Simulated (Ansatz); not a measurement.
**Dielectric response of LiF (001) films**

Aim: the electronic and static ε of rocksalt LiF (001) from films of three thicknesses in a field.

Program: Ansatz 0.2.0. Level of theory: plane-wave DFT, PBEsol, Ansatz PAW. Results are calculated unless marked as measured.

This is a report of a sequence of runs, with most program output left out.

## 1. Set-up

The cell holds 6 atoms: 3 Li and 3 F. Cell: a = 2.850 Å, b = 2.850 Å, c = 22.030 Å, α = 90.0°, β = 90.0°, γ = 90.0°. It derives from LiF (rocksalt LiF). Vacuum lies along c.

## 2. Relaxation, 6 atoms, units 3

The structure is relaxed first, because levels and dipoles at a surface follow the positions of the outer atoms.

Input file input.yaml:

```yaml
crystal:
  lattice:
    - [2.84964033, 0.0, 0.0]
    - [0.0, 2.84964033, 0.0]
    - [0.0, 0.0, 22.03]
  atoms:
    - { symbol: Li, position: [0.5, 0.5, 0.4085338175] }
    - { symbol: F, position: [0.0, 0.0, 0.4085338175] }
    - { symbol: Li, position: [0.0, 0.0, 0.5] }
    - { symbol: F, position: [0.5, 0.5, 0.5] }
    - { symbol: Li, position: [0.5, 0.5, 0.5914661825] }
    - { symbol: F, position: [0.0, 0.0, 0.5914661825] }
kpoints:
  mp_grid: { grid: [10, 10, 1] }
hamiltonian:
  xc: pbesol
scf:
  occupations: { method: fixed }
  convergence: { dr2_threshold: 1.0e-09 }
efield:
  axis: 3
  dipole_correction: true
  ramp_position: 0.97
  ramp_width: 0.06
relax:
  f_tol: 0.003
  max_steps: 100
output:
  write_potential: true
  write_density: true
  volumetric_format: npy
```

Run with:

```console
> ansatz run input.yaml --threads 4 --pin off --max-ram 6144MiB --backend cpu --events-out ev --progress --plain --runs-dir out
```

Wall time 8.4 s (4 threads of Arm Neoverse V1, shared host); peak memory 0.41 GiB; 32 s of CPU time.

Relaxation path:

| step | energy less that of the first step (eV) | largest force component (eV/Å) |
| --- | --- | --- |
| 1 | 0.0000 | 0.3349 |
| 2 | -0.0170 | 0.1414 |
| 3 | -0.0209 | 0.0294 |
| 4 | -0.0215 | 0.0069 |
| 5 | -0.0216 | 0.0003 |

Forces are held to the 8 operations that the run works with; a distortion that breaks them can't arise in this run.

The atoms that moved most (Å):

| atom | dx | dy | dz | length |
| --- | --- | --- | --- | --- |
| Li1 | 0.000 | 0.000 | 0.064 | 0.064 |
| Li5 | 0.000 | 0.000 | -0.064 | 0.064 |

Final coordinates:

```xyz
6
Lattice="2.8496 0.0000 0.0000 0.0000 2.8496 0.0000 0.0000 0.0000 22.0300" Properties=species:S:1:pos:R:3
Li    1.4248    1.4248    9.0642
F     0.0000    0.0000    9.0017
Li    0.0000    0.0000   11.0150
F     1.4248    1.4248   11.0150
Li    1.4248    1.4248   12.9658
F     0.0000    0.0000   13.0283
```

Numbers from this step:

| Property | Result |
| --- | --- |
| gap on the k-mesh | 6.940 eV |
| dipole along the normal | 1.89e-8 e·Å |
| ionisation energy, upper face | 7.663 eV |
| electron affinity, upper face | 0.7233 eV |

Running mean over 2.015 Å of the planar mean; the ramp of the sawtooth is left out. The electron's electrostatic potential energy less the highest filled level by z:

| z (Å) | electron's electrostatic potential energy less the highest filled level (eV) |
| --- | --- |
| 2.94 | 7.66 |
| 3.38 | 7.66 |
| 3.82 | 7.66 |
| 4.26 | 7.66 |
| 4.70 | 7.66 |
| 5.14 | 7.66 |
| 5.58 | 7.66 |
| 6.02 | 7.66 |
| 6.46 | 7.65 |
| 6.90 | 7.59 |
| 7.34 | 7.32 |
| 7.78 | 5.74 |
| 8.22 | 2.90 |
| 8.67 | 1.19 |
| 9.11 | 0.841 |
| 9.55 | 0.664 |
| 9.99 | 0.513 |
| 10.43 | 0.536 |
| 10.87 | 0.601 |
| 11.16 | 0.601 |
| 11.60 | 0.536 |
| 12.04 | 0.513 |
| 12.48 | 0.664 |
| 12.92 | 0.841 |
| 13.36 | 1.19 |
| 13.81 | 2.90 |
| 14.25 | 5.74 |
| 14.69 | 7.32 |
| 15.13 | 7.59 |
| 15.57 | 7.65 |
| 16.01 | 7.66 |
| 16.45 | 7.66 |
| 16.89 | 7.66 |
| 17.33 | 7.66 |
| 17.77 | 7.66 |
| 18.21 | 7.66 |
| 18.65 | 7.66 |
| 19.09 | 7.66 |

The relaxation took 5 steps and lowered the energy by 0.022 eV; the largest force on the free atoms ends at 2.6e-4 eV/Å.

The gap is 6.94 eV, with the valence edge 7.66 eV and the conduction edge 0.72 eV under the upper vacuum level.

## 3. The relaxed film, single point, 6 atoms, units 3

The film was relaxed beforehand; a single point on the relaxed positions gives its levels and potential.

input.yaml, the sections that differ from step 2:

```yaml
crystal:
  lattice:
    - [2.84964033, 0.0, 0.0]
    - [0.0, 2.84964033, 0.0]
    - [0.0, 0.0, 22.03]
  atoms:
    - { symbol: Li, position: [0.5, 0.5, 0.4114486497] }
    - { symbol: F, position: [0.0, 0.0, 0.4086102314] }
    - { symbol: Li, position: [0.0, 0.0, 0.5000000005] }
    - { symbol: F, position: [0.5, 0.5, 0.4999999995] }
    - { symbol: Li, position: [0.5, 0.5, 0.588551351] }
    - { symbol: F, position: [0.0, 0.0, 0.5913897678] }
output:
  eigenvalues: true
  write_potential: true
  write_density: true
  volumetric_format: npy
# kpoints, hamiltonian, scf, efield: as in step 2
# relax: removed
```

The job ended after 2.8 s (4 threads; peak memory 0.41 GiB; 10 s of CPU time).

Numbers from this step:

- dipole along the normal: 2.44e-8 e·Å
- electron affinity, upper face: 0.7232 eV

Running mean over 2.015 Å of the planar mean; the ramp of the sawtooth is left out. The electron's electrostatic potential energy less the highest filled level by z:

| z (Å) | electron's electrostatic potential energy less the highest filled level (eV) |
| --- | --- |
| 3 | 7.66 |
| 4 | 7.66 |
| 5 | 7.66 |
| 6 | 7.66 |
| 7 | 7.55 |
| 8 | 4.37 |
| 9 | 0.896 |
| 10 | 0.512 |
| 11 | 0.601 |
| 12 | 0.510 |
| 13 | 0.880 |
| 14 | 4.16 |
| 15 | 7.54 |
| 16 | 7.66 |
| 17 | 7.66 |
| 18 | 7.66 |
| 19 | 7.66 |

The gap is 6.94 eV, with the valence edge 7.66 eV and the conduction edge 0.72 eV under the upper vacuum level.

## 4. Atoms held, 6 atoms, units 3, field 0.05 V/Å

A sawtooth potential applies the field, turning back in the middle of the vacuum. With the dipole correction the typed value is the field outside the slab. The induced dipole is small, so the SCF threshold is tight.

Changes to input.yaml since step 3:

```diff
@@ -18,3 +18,3 @@
   occupations: { method: fixed }
-  convergence: { dr2_threshold: 1.0e-09 }
+  convergence: { dr2_threshold: 1.0e-10 }
 efield:
@@ -24,4 +24,4 @@
   ramp_width: 0.06
+  amplitude: 0.05
 output:
-  eigenvalues: true
   write_potential: true
```

It took 3.1 s on 4 threads; peak memory 0.4 GiB; 11 s of CPU time.

This step gave:

- gap on the k-mesh: 6.783 eV
- dipole along the normal: 0.007766 e·Å

The dipole is 0.00777 e·Å, and the gap on the mesh 6.783 eV.

## 5. Atoms held, 6 atoms, units 3, field -0.05 V/Å

Changes to input.yaml since step 4:

```diff
@@ -24,3 +24,3 @@
   ramp_width: 0.06
-  amplitude: 0.05
+  amplitude: -0.05
 output:
```

The job ended after 3.1 s (4 threads; peak memory 0.4 GiB).

The dipole is -0.00777 e·Å, and the gap on the mesh 6.783 eV.

## 6. Response with the atoms held, 6 atoms, units 3

This step: plane-wave DFT, PBEsol, Ansatz PAW; response to a field along the normal, atoms held (Ansatz 0.2.0).

The two fields give this film's response with the atoms held: the electronic part.

Numbers from this step:

| Quantity | Value |
| --- | --- |
| equivalent conductor thickness p/(ε₀AE) | 3.461 Å |
| distance between the outer atoms | 4.027 Å |
| thickness | 6.045 Å |

Local field over the applied field, running mean. From the potentials at -0.05 and 0.05 V/Å; running mean over 2.015 Å, taken twice. The local field over applied field by z:

z (Å), local field over applied field and a bar from the least value:
```
      4.5      1.000 ##############################
      5.0      0.999 ##############################
      5.5      0.995 ##############################
      6.0      0.985 #############################
      6.5      0.957 ############################
      7.0      0.897 ########################
      7.5      0.802 ###################
      8.0      0.687 ############
      8.5      0.580 ######
      9.0      0.506 ##
      9.5      0.471 
     10.0      0.467 
     10.5      0.472 
     11.0      0.475 
     11.5      0.473 
     12.0      0.467 
     12.5      0.470 
     13.0      0.502 ##
     13.5      0.574 ######
     14.0      0.680 ############
     14.5      0.796 ###################
     15.0      0.892 ########################
     15.5      0.954 ###########################
     16.0      0.984 #############################
     16.5      0.995 ##############################
     17.0      0.999 ##############################
     17.5      1.000 ##############################
```

Electrons, planar mean, per unit field. Table of induced electron density by z:

z (Å), induced electron density (e/Å³ per V/Å) and a bar from the least value:
```
      4.5    0.00000 ###############
      5.0    0.00000 ###############
      5.5    0.00001 ###############
      6.0    0.00004 ###############
      6.5    0.00013 ################
      7.0    0.00042 #################
      7.5    0.00121 ######################
      8.0    0.00274 ##############################
      8.5    0.00276 ##############################
      9.0    0.00021 ################
      9.5   -0.00233 ###
     10.0   -0.00031 ##############
     10.5    0.00201 ##########################
     11.0    0.00001 ###############
     11.5   -0.00197 #####
     12.0    0.00009 ################
     12.5    0.00244 ############################
     13.0   -0.00023 ##############
     13.5   -0.00257 #
     14.0   -0.00284 
     14.5   -0.00128 ########
     15.0   -0.00045 #############
     15.5   -0.00014 ##############
     16.0   -0.00004 ###############
     16.5   -0.00001 ###############
     17.0    0.00000 ###############
     17.5    0.00000 ###############
```

By hand: between -0.05 and 0.05 V/Å the dipole changes by 0.01553 e·Å, a slope of 0.1553 e·Å²/V. A perfect conductor of thickness t has p = ε₀AEt, so t = 180.95 × 0.1553 / 8.120 = 3.46 Å (e/ε₀ = 180.95 V·Å, A in Å²).

The induced dipole is that of a conductor 3.46 Å thick.

## 7. Relaxing in the field, 6 atoms, field 0.05 V/Å

This step: plane-wave DFT, PBEsol, Ansatz PAW (Ansatz 0.2.0).

Now the atoms may follow the field. A weak field makes forces of meV/Å to tens of meV/Å, so the force tolerance is set well below the usual one.

Changes to input.yaml since step 5:

```diff
@@ -24,3 +24,6 @@
   ramp_width: 0.06
-  amplitude: -0.05
+  amplitude: 0.05
+relax:
+  f_tol: 0.0006
+  max_steps: 70
 output:
```

Elapsed: 7.4 s, on 4 threads; peak memory 0.4 GiB.

No atom moved by 0.005 Å in the relaxation.

Numbers from this step:

```yaml
gap_on_the_k_mesh: 6.881 eV
dipole_along_the_normal: 0.01337 e·Å
```

The relaxation took 5 steps and lowered the energy by 1.4e-4 eV; the largest force on the free atoms ends at 1.6e-4 eV/Å.

The dipole is 0.0134 e·Å, and the gap on the mesh 6.881 eV.

## 8. Relaxing in the field, 6 atoms, field -0.05 V/Å

The opposite sign, again from the field-free geometry; the difference of the two cancels what relaxes without a field.

Changes to input.yaml since step 7:

```diff
@@ -24,3 +24,3 @@
   ramp_width: 0.06
-  amplitude: 0.05
+  amplitude: -0.05
 relax:
```

Run time: 7.5 s. Hardware: 4 threads; peak memory 0.4 GiB.

Hardly anything moved in the relaxation; the energy changed by under 0.2 meV an atom.

The relaxation took 5 steps and lowered the energy by 1.4e-4 eV; the largest force on the free atoms ends at 1.6e-4 eV/Å.

The dipole is -0.0134 e·Å, and the gap on the mesh 6.881 eV.

## 9. Response with the atoms relaxed, 6 atoms, units 3

This step: plane-wave DFT, PBEsol, Ansatz PAW; response to a field along the normal, atoms relaxed (Ansatz 0.2.0).

The two relaxed runs give the static response.

This step gave:

```
equivalent conductor thickness p/(ε₀AE) : 5.958 Å
```

Local field over the applied field, running mean. From the potentials at -0.05 and 0.05 V/Å; running mean over 2.015 Å, taken twice. The local field over applied field by z:

| z (Å) | local field over applied field |
| --- | --- |
| 4.5 | 1.000 |
| 5.0 | 0.999 |
| 5.5 | 0.995 |
| 6.0 | 0.983 |
| 6.5 | 0.919 |
| 7.0 | 0.800 |
| 7.5 | 0.665 |
| 8.0 | 0.468 |
| 8.5 | 0.305 |
| 9.0 | 0.206 |
| 9.5 | 0.0892 |
| 10.0 | 0.0669 |
| 10.5 | 0.0635 |
| 11.0 | 0.0269 |
| 11.5 | 0.0605 |
| 12.0 | 0.0682 |
| 12.5 | 0.0829 |
| 13.0 | 0.198 |
| 13.5 | 0.299 |
| 14.0 | 0.455 |
| 14.5 | 0.655 |
| 15.0 | 0.792 |
| 15.5 | 0.912 |
| 16.0 | 0.981 |
| 16.5 | 0.995 |
| 17.0 | 0.999 |
| 17.5 | 1.000 |

The induced dipole is that of a conductor 5.96 Å thick.

## 10. Relaxing the film, 10 atoms, units 5

This step: plane-wave DFT, PBEsol, Ansatz PAW (Ansatz 0.2.0).

System of this step: LiF (001), 5 units. The cell holds 10 atoms: 5 Li and 5 F. Cell: a = 2.850 Å, b = 2.850 Å, c = 26.060 Å, α = 90.0°, β = 90.0°, γ = 90.0°. It derives from LiF (rocksalt LiF). Vacuum lies along c.

The next thickness, treated alike, so that differences show the interior and the faces cancel.

Input file input.yaml:

```yaml
crystal:
  lattice:
    - [2.84964033, 0.0, 0.0]
    - [0.0, 2.84964033, 0.0]
    - [0.0, 0.0, 26.06]
  atoms:
    - { symbol: Li, position: [0.5, 0.5, 0.3453568688] }
    - { symbol: F, position: [0.0, 0.0, 0.3453568688] }
    - { symbol: Li, position: [0.0, 0.0, 0.4226784344] }
    - { symbol: F, position: [0.5, 0.5, 0.4226784344] }
    - { symbol: Li, position: [0.5, 0.5, 0.5] }
    - { symbol: F, position: [0.0, 0.0, 0.5] }
    - { symbol: Li, position: [0.0, 0.0, 0.5773215656] }
    - { symbol: F, position: [0.5, 0.5, 0.5773215656] }
    - { symbol: Li, position: [0.5, 0.5, 0.6546431312] }
    - { symbol: F, position: [0.0, 0.0, 0.6546431312] }
kpoints:
  mp_grid: { grid: [10, 10, 1] }
hamiltonian:
  xc: pbesol
scf:
  occupations: { method: fixed }
  convergence: { dr2_threshold: 1.0e-09 }
efield:
  axis: 3
  dipole_correction: true
  ramp_position: 0.97
  ramp_width: 0.06
relax:
  f_tol: 0.003
  max_steps: 100
output:
  write_potential: true
  write_density: true
  volumetric_format: npy
```

It took 14 s on 4 threads; peak memory 0.54 GiB; 55 s of CPU time.

Step by step:

| step | energy less that of the first step (eV) | largest force component (eV/Å) |
| --- | --- | --- |
| 1 | 0.0000 | 0.3355 |
| 2 | -0.0185 | 0.1235 |
| 3 | -0.0225 | 0.0320 |
| 4 | -0.0235 | 0.0084 |
| 5 | -0.0236 | 0.0002 |

Forces are held to the 8 operations that the run works with; a distortion that breaks them can't arise in this run.

The atoms that moved most (Å):

| atom | dx | dy | dz | length |
| --- | --- | --- | --- | --- |
| Li1 | 0.000 | 0.000 | 0.085 | 0.085 |
| Li9 | 0.000 | 0.000 | -0.085 | 0.085 |
| F8 | 0.000 | 0.000 | -0.023 | 0.023 |
| F4 | 0.000 | 0.000 | 0.023 | 0.023 |
| F2 | 0.000 | 0.000 | 0.020 | 0.020 |
| F10 | 0.000 | 0.000 | -0.020 | 0.020 |
| Li7 | 0.000 | 0.000 | -0.010 | 0.010 |
| Li3 | 0.000 | 0.000 | 0.010 | 0.010 |

Final coordinates:

```cif
data_structure
_symmetry_space_group_name_H-M 'P 1'
_symmetry_Int_Tables_number 1
_cell_length_a 2.8496
_cell_length_b 2.8496
_cell_length_c 26.0600
_cell_angle_alpha 90.000
_cell_angle_beta 90.000
_cell_angle_gamma 90.000
_cell_volume 211.62
loop_
_atom_site_label
_atom_site_type_symbol
_atom_site_fract_x
_atom_site_fract_y
_atom_site_fract_z
_atom_site_occupancy
Li1 Li 0.50000 0.50000 0.34864 1
F2 F 0.00000 0.00000 0.34613 1
Li3 Li 0.00000 0.00000 0.42308 1
F4 F 0.50000 0.50000 0.42355 1
Li5 Li 0.50000 0.50000 0.50000 1
F6 F 0.00000 0.00000 0.50000 1
Li7 Li 0.00000 0.00000 0.57692 1
F8 F 0.50000 0.50000 0.57645 1
Li9 Li 0.50000 0.50000 0.65136 1
F10 F 0.00000 0.00000 0.65387 1
```

The relaxation took 5 steps and lowered the energy by 0.024 eV; the largest force on the free atoms ends at 2.5e-4 eV/Å.

The gap is 6.98 eV, with the valence edge 7.68 eV and the conduction edge 0.70 eV under the upper vacuum level.

## 11. The relaxed film, single point, 10 atoms, units 5

input.yaml, the sections that differ from step 10:

```yaml
crystal:
  lattice:
    - [2.84964033, 0.0, 0.0]
    - [0.0, 2.84964033, 0.0]
    - [0.0, 0.0, 26.06]
  atoms:
    - { symbol: Li, position: [0.5, 0.5, 0.3486362614] }
    - { symbol: F, position: [0.0, 0.0, 0.346131603] }
    - { symbol: Li, position: [0.0, 0.0, 0.4230764172] }
    - { symbol: F, position: [0.5, 0.5, 0.4235524999] }
    - { symbol: Li, position: [0.5, 0.5, 0.5000000002] }
    - { symbol: F, position: [0.0, 0.0, 0.5] }
    - { symbol: Li, position: [0.0, 0.0, 0.5769235825] }
    - { symbol: F, position: [0.5, 0.5, 0.5764474991] }
    - { symbol: Li, position: [0.5, 0.5, 0.6513637393] }
    - { symbol: F, position: [0.0, 0.0, 0.6538683974] }
output:
  eigenvalues: true
  write_potential: true
  write_density: true
  volumetric_format: npy
  elf: true
# kpoints, hamiltonian, scf, efield: as in step 10
# relax: removed
```

It took 4.8 s on 4 threads; peak memory 0.55 GiB.

The gap is 6.98 eV, with the valence edge 7.68 eV and the conduction edge 0.70 eV under the upper vacuum level.

## 12. Atoms held, 10 atoms, units 5, field 0.05 V/Å

Changes to input.yaml since step 11:

```diff
@@ -22,3 +22,3 @@
   occupations: { method: fixed }
-  convergence: { dr2_threshold: 1.0e-09 }
+  convergence: { dr2_threshold: 1.0e-10 }
 efield:
@@ -28,4 +28,4 @@
   ramp_width: 0.06
+  amplitude: 0.05
 output:
-  eigenvalues: true
   write_potential: true
@@ -33,2 +33 @@
   volumetric_format: npy
-  elf: true
```

Wall time 5.3 s (4 threads); peak memory 0.53 GiB.

The dipole is 0.0124 e·Å, and the gap on the mesh 6.705 eV.

## 13. Atoms held, 10 atoms, units 5, field -0.05 V/Å

Changes to input.yaml since step 12:

```diff
@@ -28,3 +28,3 @@
   ramp_width: 0.06
-  amplitude: 0.05
+  amplitude: -0.05
 output:
```

Wall time 5.3 s (4 threads); peak memory 0.53 GiB; 20 s of CPU time.

The dipole is -0.0124 e·Å, and the gap on the mesh 6.705 eV.

## 14. Response with the atoms held, 10 atoms, units 5

This step: plane-wave DFT, PBEsol, Ansatz PAW; response to a field along the normal, atoms held (Ansatz 0.2.0).

Local field over the applied field, running mean. From the potentials at -0.05 and 0.05 V/Å; running mean over 2.015 Å, taken twice. The local field over applied field by z:

z (Å), local field over applied field and a bar from the least value:
```
      4.5      1.000 ##############################
      5.0      0.999 ##############################
      5.5      0.996 ##############################
      6.0      0.986 #############################
      6.5      0.959 ############################
      7.0      0.900 ########################
      7.5      0.807 ###################
      8.0      0.692 #############
      8.5      0.584 #######
      9.0      0.508 ##
      9.5      0.472 
     10.0      0.466 
     10.5      0.472 
     11.0      0.477 #
     11.5      0.480 #
     12.0      0.481 #
     12.5      0.480 #
     13.0      0.480 #
     13.5      0.480 #
     14.0      0.481 #
     14.5      0.480 #
     15.0      0.478 #
     15.5      0.473 
     16.0      0.467 
     16.5      0.470 
     17.0      0.502 ##
     17.5      0.573 ######
     18.0      0.678 ############
     18.5      0.794 ##################
     19.0      0.891 ########################
     19.5      0.954 ###########################
     20.0      0.984 #############################
     20.5      0.995 ##############################
     21.0      0.999 ##############################
     21.5      1.000 ##############################
     22.0      1.000 ##############################
```

The induced dipole is that of a conductor 5.53 Å thick.

## 15. Relaxing in the field, 10 atoms, units 5, field 0.05 V/Å

This step: plane-wave DFT, PBEsol, Ansatz PAW (Ansatz 0.2.0).

The same pair of relaxations in the field for this thickness.

Changes to input.yaml since step 13:

```diff
@@ -28,3 +28,6 @@
   ramp_width: 0.06
-  amplitude: -0.05
+  amplitude: 0.05
+relax:
+  f_tol: 0.0006
+  max_steps: 70
 output:
```

Elapsed: 12 s, on 4 threads; peak memory 0.52 GiB; 44 s of CPU time.

No atom moved by 0.005 Å in the relaxation.

The relaxation took 4 steps and lowered the energy by 2.2e-4 eV; the largest force on the free atoms ends at 4.0e-4 eV/Å.

The dipole is 0.0213 e·Å, and the gap on the mesh 6.878 eV.

[end of part 1 of 2]

[Logs are printed without paths, hosts, clocks, repeated set-up lines and the standing remarks that a program may print on its own settings, such as how far it seeks lower states.]

[Hosts, paths, dates, database ids (printed as entryN), source tags and the programs' standing remarks are cut or masked in the printed files.]

[Maps of the electrostatic potential energy from Ansatz leave out the sawtooth potential of an applied field or a dipole correction, so their vacuum need not be flat; planar profiles and work functions include it.]
